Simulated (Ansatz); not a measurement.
The elements of this relaxed crystal are hidden behind letters.

```
lattice vectors (Å)
   3.0318    0.0000    0.0000
  -1.5159    2.6256    0.0000
   0.0000    0.0000    3.2242
fractional positions
X 0.0000 0.0000 0.0000
Z 0.3333 0.6667 0.5000
Z 0.6667 0.3333 0.5000
```

These are results of DFT PBE, scalar-relativistic, plane waves, PAW in Ansatz, not measurements. The final run on the 3-atom cell used 420 eV, a Γ-centred 18×18×14 mesh, 0.10 eV smearing and no spin polarisation.

* Space group: P6/mmm (No. 191)
* Conventional cell: a = 3.032 Å, c = 3.224 Å
* Volume per atom: 8.56 Å³
* Density: 4.50 g/cm³
* Energy over the elements: −1.07 eV/atom
* Gap on the 18×18×14 mesh of the 3-atom cell: 0 eV (a metal)

Energies are uncorrected and count from the elements' standard states at the same level.

**Question.** X is a d-block element of period 4 and Z is a p-block element of period 2. Which elements are they?

**Answer.** X = Ti, Z = B, so the formula is TiB2, here in the AlB2 type. Density times volume gives a mean mass of 4.50 × 8.56/1.6605 = 23.2 u per atom, and this set has 23.2 u. Among the elements that the hints allow, noble gases aside, only these give it. Ti has 12 B at 2.38 Å; B has 3 B at 1.75 Å and 6 Ti at 2.38 Å.

A later test with randomly moved atoms came back to the same energy, though modes that don't fit the test's cell weren't probed.
